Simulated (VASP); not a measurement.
# MoS2 in VASP: one cell, several levels of theory, part 2 of 2

The system is MoS2 built on the CdCl2 prototype, a generated structure that needn't be the ground state.

VASP 6.6.1, plane waves, PAW. Earlier steps stand in the parts before.

### 4 PBEsol at this geometry

Input file INCAR:

```
ENCUT = 520.000000
SIGMA = 0.020000
EDIFF = 1.00e-07
GGA = PS
PREC = Accurate
IBRION = -1
ISIF = 2
ISMEAR = -1
NBANDS = 20
NELM = 120
NSW = 0
LASPH = .TRUE.
LCHARG = .TRUE.
LELF = .TRUE.
LWAVE = .FALSE.
LREAL = .FALSE.
```

Input file KPOINTS:

```
KPOINTS created by Atomic Simulation Environment
0
Gamma
10 10 10
0 0 0
```

Input file KPOINTS_OPT:

```
special points
10
Reciprocal
0.0000000000 0.0000000000 0.0000000000 1
0.5000000000 0.0000000000 0.0000000000 1
0.5000000000 0.1820033032 -0.1820033032 1
0.8179966968 0.5000000000 0.1820033032 1
0.5000000000 0.5000000000 0.5000000000 1
0.3410016516 0.0000000000 -0.3410016516 1
0.6589983484 0.3410016516 0.0000000000 1
0.5000000000 0.5000000000 0.0000000000 1
0.6589983484 0.6589983484 0.1820033032 1
0.5000000000 0.1638029729 -0.1638029729 1
```

Input file POSCAR:

```
Mo S
 1.0000000000000000
     1.5965300377901750    0.9217570470874814    6.0772314159573835
    -1.5965300377901750    0.9217570470874814    6.0772314159573835
    -0.0000000000000000   -1.8435140941749628    6.0772314159573835
 Mo  S
   1   2
Cartesian
  0.0000000000000000  0.0000000000000000 -0.0000000000000000
 -0.0000000000000000  0.0000000000000000  4.5110085587781157
 -0.0000000000000000  0.0000000000000001 13.7206856890940347
```

Potentials: the recommended PBE PAW datasets, 26 valence electrons in the neutral cell.

Run with:

```bash
> mpirun -np 1 vasp_std
```

Printed to the terminal (iteration lines stand in OSZICAR):

```text
POSCAR found type information on POSCAR MoS
 POSCAR found :  2 types and       3 ions
 -----------------------------------------------------------------------------
|                                                                             |
|                                                                             |
|     You enforced a specific xc type in the INCAR file but a different       |
|     I HOPE YOU KNOW WHAT YOU ARE DOING!                                     |
|                                                                             |
 -----------------------------------------------------------------------------

 LDA part: xc-table for (Slater+PW92), standard interpolation
 POSCAR, INCAR and KPOINTS ok, starting setup
 FFT: planning ... GRIDC
 FFT: planning ... GRID_SOFT
 FFT: planning ... GRID
 WAVECAR not read
 entering main loop
 Start KPOINTS_OPT (optional k-point list driver)
k-point batch [1-10\10]
```

OSZICAR:

```text
N       E                     dE             d eps       ncg     rms          rms(c)
DAV:   1     0.180216977738E+03    0.18022E+03   -0.13330E+04  4640   0.123E+03
DAV:   2    -0.168474000237E+02   -0.19706E+03   -0.19179E+03  5704   0.315E+02
DAV:   3    -0.241386921328E+02   -0.72913E+01   -0.72070E+01  5768   0.560E+01
DAV:   4    -0.242213551466E+02   -0.82663E-01   -0.82600E-01  5728   0.631E+00
DAV:   5    -0.242225036910E+02   -0.11485E-02   -0.11485E-02  5784   0.728E-01    0.238E+01
DAV:   6    -0.231924504060E+02    0.10301E+01   -0.15073E+01  4892   0.209E+01    0.924E+00
DAV:   7    -0.227946582792E+02    0.39779E+00   -0.66177E+00  4844   0.131E+01    0.604E+00
DAV:   8    -0.226255842056E+02    0.16907E+00   -0.88668E-01  5168   0.508E+00    0.178E+00
DAV:   9    -0.226265069452E+02   -0.92274E-03   -0.33123E-02  5420   0.108E+00    0.655E-01
DAV:  10    -0.226248383618E+02    0.16686E-02   -0.16590E-02  5160   0.791E-01    0.163E-01
DAV:  11    -0.226247249365E+02    0.11343E-03   -0.80502E-04  5272   0.186E-01    0.514E-02
DAV:  12    -0.226246888230E+02    0.36113E-04   -0.11400E-04  5288   0.680E-02    0.356E-02
DAV:  13    -0.226246947028E+02   -0.58798E-05   -0.30323E-05  5140   0.322E-02    0.108E-02
DAV:  14    -0.226246941063E+02    0.59647E-06   -0.39274E-06  5420   0.114E-02    0.560E-03
DAV:  15    -0.226246940751E+02    0.31283E-07   -0.29059E-07  5376   0.332E-03
   1 F= -.22624694E+02 E0= -.22624072E+02  d E =-.124502E-02
       N       E                     dE             ncg
DAV:   1     0.425318351689E+04   -0.91052E+04      408
DAV:   2     0.234371847655E+04   -0.19095E+04      484
DAV:   3     0.227852527617E+04   -0.65193E+02      496
DAV:   4     0.227781149968E+04   -0.71378E+00      448
DAV:   5     0.227779964403E+04   -0.11856E-01      492
DAV:   6     0.227779938228E+04   -0.26175E-03      488
DAV:   7     0.227779937745E+04   -0.48346E-05      492
DAV:   8     0.227779937729E+04   -0.15242E-06      440
DAV:   9     0.227779937729E+04   -0.51596E-08      320
```

From OUTCAR:

```text
k-points           NKPTS =    116   k-points in BZ     NKDIM =    116   number of bands    NBANDS=     20

   NELECT =      26.0000    total number of electrons

   dimension x,y,z NGX =    48 NGY =   48 NGZ =   48
   dimension x,y,z NGXF=    96 NGYF=   96 NGZF=   96

  energy-cutoff  :      520.00
  volume of cell :       53.66
      direct lattice vectors                 reciprocal lattice vectors
     1.596530038  0.921757047  6.077231416     0.313179200  0.180814095  0.054849538
    -1.596530038  0.921757047  6.077231416    -0.313179200  0.180814095  0.054849538
     0.000000000 -1.843514094  6.077231416     0.000000000 -0.361628191  0.054849538

 k-points in reciprocal lattice and weights: KPOINTS created by Atomic Simulation Env
   0.00000000  0.00000000  0.00000000       0.001
   0.10000000  0.00000000  0.00000000       0.006
   0.20000000  0.00000000  0.00000000       0.006
   0.30000000  0.00000000  0.00000000       0.006
   0.40000000  0.00000000  0.00000000       0.006
   0.50000000  0.00000000  0.00000000       0.003
   0.10000000  0.10000000  0.00000000       0.006
   0.20000000  0.10000000  0.00000000       0.012
[... 108 more k-points ...]

 E-fermi :   7.6202

 k-point     1 :       0.0000    0.0000    0.0000
  band No.  band energies     occupation
      1     -54.1008      2.00000
      2     -28.1870      2.00000
      3     -28.1113      2.00000
      4     -28.1113      2.00000
      5      -7.4185      2.00000
      6      -5.8089      2.00000
      7       0.5788      2.00000
      8       3.6358      2.00000
      9       3.6358      2.00000
     10       6.0019      2.00000
     11       6.2868      2.00000
     12       6.6426      2.00000
     13       6.6426      2.00000
     14       7.4077      1.99995
     15       7.4077      1.99995
     16      10.7721      0.00000
     17      10.7721      0.00000
     18      13.6355      0.00000
     19      14.0268      0.00000
     20      17.1196      0.00000

 k-point     2 :       0.1000    0.0000    0.0000
  band No.  band energies     occupation
      1     -54.0973      2.00000
      2     -28.1801      2.00000
      3     -28.1468      2.00000
      4     -28.1194      2.00000
      5      -7.2596      2.00000
      6      -5.7779      2.00000
      7       0.7874      2.00000
      8       3.2799      2.00000
      9       3.7183      2.00000
     10       5.7394      2.00000
     11       6.0556      2.00000
     12       6.1512      2.00000
     13       6.4657      2.00000
     14       7.5869      1.68242
     15       7.8936      0.00000
     16      10.3623      0.00000
     17      10.6746      0.00000
     18      14.3575      0.00000
     19      14.6002      0.00000
     20      16.6055      0.00000

 k-point     3 :       0.2000    0.0000    0.0000
  band No.  band energies     occupation
      1     -54.0882      2.00000
      2     -28.2387      2.00000
      3     -28.1617      2.00000
      4     -28.1406      2.00000
      5      -6.8193      2.00000
      6      -5.6841      2.00000
      7       1.3125      2.00000
      8       2.7479      2.00000
      9       3.8369      2.00000
     10       4.1825      2.00000
     11       5.6926      2.00000
     12       5.8928      2.00000
     13       6.2447      2.00000
     14       7.8980      0.00000
     15       8.3610      0.00000
     16      10.2474      0.00000
     17      10.5751      0.00000
     18      14.9102      0.00000
     19      15.3454      0.00000
     20      16.7922      0.00000

 k-point     4 :       0.3000    0.0000    0.0000
  band No.  band energies     occupation
      1     -54.0769      2.00000
      2     -28.3505      2.00000
      3     -28.1666      2.00000
      4     -28.1391      2.00000
      5      -6.2395      2.00000
      6      -5.5001      2.00000
      7       1.6734      2.00000
      8       2.4784      2.00000
      9       2.9049      2.00000
     10       3.7389      2.00000
     11       5.0677      2.00000
     12       5.7215      2.00000
     13       5.9052      2.00000
     14       8.5117      0.00000
     15       8.5204      0.00000
     16      10.6389      0.00000
     17      10.7897      0.00000
     18      14.2964      0.00000
     19      15.0024      0.00000
     20      16.9313      0.00000

[... the tables of k-points 5 to 116 left out ...]

  Total       -1.2854912     -1.2854912     -0.2242001      0.0000000     -0.0000000      0.0000000
  in kB      -38.3821339    -38.3821339     -6.6941567      0.0000000     -0.0000000      0.0000000
  external PRESSURE =     -27.8194748 kB  Pullay stress =       0.0000000 kB

 POSITION                                       TOTAL-FORCE (eV/Angst)
 -----------------------------------------------------------------------------------
      0.00000      0.00000      0.00000         0.000000     -0.000000      0.000000
      0.00000      0.00000      4.51101        -0.000000      0.000000      0.050269
      0.00000      0.00000     13.72069        -0.000000     -0.000000     -0.050269
 -----------------------------------------------------------------------------------
    total drift:                               -0.000000      0.000000      0.000000

  FREE ENERGIE OF THE ION-ELECTRON SYSTEM (eV)
  ---------------------------------------------------
  free  energy   TOTEN  =       -22.6246940751 eV

  energy  without entropy=      -22.6234490515  energy(sigma->0) =      -22.62407156
```

Wall time 4.7 min (1 MPI rank of Intel Xeon Platinum 8488C, shared host); peak memory 0.41 GiB.

The levels at the points of KPOINTS_OPT are read from vasprun.xml.

Levels at the named points, in eV from the top of band v (v: the last filled band by count, c: the next):

| point | v−1 | v | c | c+1 |
| --- | --- | --- | --- | --- |
| Γ | -1.30 | -1.30 | -0.53 | -0.53 |
| L | -2.26 | -1.85 | 0.71 | 1.57 |
| B1 | -3.62 | -0.14 | 0.23 | 0.55 |
| B | -3.62 | -0.14 | 0.23 | 0.55 |
| Z | -1.28 | -0.67 | -0.67 | -0.44 |
| X | -3.65 | -0.11 | 0.35 | 0.42 |
| Q | -3.65 | -0.11 | 0.35 | 0.42 |

With PBEsol the last filled band overlaps the next by 0.67 eV, so there is no gap. The pressure is -2.78 GPa, and the largest force is 0.050 eV/Å, on atom 2 (S).

The maps below are laid out on this run's own conventional cell (a, b, c = 3.193, 3.193, 18.232 Å).

Density in a lattice plane of the grid's cell (edges 3.19 and 18.23 Å, at 0.000 of the third edge), which holds Mo and S.

Values in e/Å³, 12 rows by 6 columns:
```
 0.16  0.22  0.42  0.59  0.42  0.22
 0.10  0.08  0.05  0.05  0.05  0.08
-0.23  1.04  0.44  0.16  0.44  1.04
 0.20  0.23  0.46  0.83  0.46  0.23
 0.07  0.15  0.43  0.68  0.43  0.15
 0.02  0.03  0.05  0.07  0.05  0.03
 0.07  0.15  0.43  0.68  0.43  0.15
 0.20  0.23  0.46  0.83  0.46  0.23
-0.23  1.04  0.44  0.16  0.44  1.04
 0.10  0.08  0.05  0.05  0.05  0.08
 0.16  0.22  0.42  0.59  0.42  0.22
 7.50  4.56  0.51  0.22  0.51  4.56
```
Columns run along the first of these edges and rows up along the second, over one cell in 6 and 12 even steps from the bottom left corner. Atoms in the plane (fractional): Mo at (0.00, 0.00), S at (0.00, 0.25), S at (1.00, 0.75).

ELF in the same plane.

Values, 12 rows by 6 columns:
```
0.16 0.33 0.71 0.77 0.71 0.33
0.38 0.20 0.05 0.07 0.05 0.20
0.21 0.75 0.70 0.18 0.70 0.75
0.29 0.22 0.20 0.33 0.20 0.22
0.04 0.22 0.71 0.83 0.71 0.22
0.01 0.02 0.04 0.06 0.04 0.02
0.04 0.22 0.71 0.83 0.71 0.22
0.29 0.22 0.20 0.33 0.20 0.22
0.21 0.75 0.70 0.18 0.70 0.75
0.38 0.20 0.05 0.07 0.05 0.20
0.16 0.33 0.71 0.77 0.71 0.33
0.24 0.72 0.22 0.29 0.22 0.72
```
Columns run along the first of these edges and rows up along the second, over one cell in 6 and 12 even steps from the bottom left corner. Atoms in the plane (fractional): Mo at (0.00, 0.00), S at (0.00, 0.25), S at (1.00, 0.75).

Both are smooth fields of the valence electrons: close to the nuclei they are not physical.

Maxima of ELF outside the ion cores: 0.94 beside S, off the lines to its neighbours, 0.9 Å from S; 0.85 in the shell around S, 0.7 Å from S.

### 5 Summary

What follows sums up all 2 parts.

```
 level  gap (eV)  pressure (GPa)  largest force (eV/Å)
   PBE     -0.71            2.10                 0.154
   LDA     -0.65           -5.35                 0.199
PBEsol     -0.67           -2.78                 0.050
```

A negative gap is an overlap of bands.

No gap over 0.02 eV opens at any of these levels. At this one volume the pressure spans -5.4 GPa (LDA) to 2.1 GPa (PBE): PBE wants the largest cell and LDA the smallest. Forces up to 0.20 eV/Å (LDA) show atoms off their equilibrium places at that level; the least is 0.050 eV/Å (PBEsol).
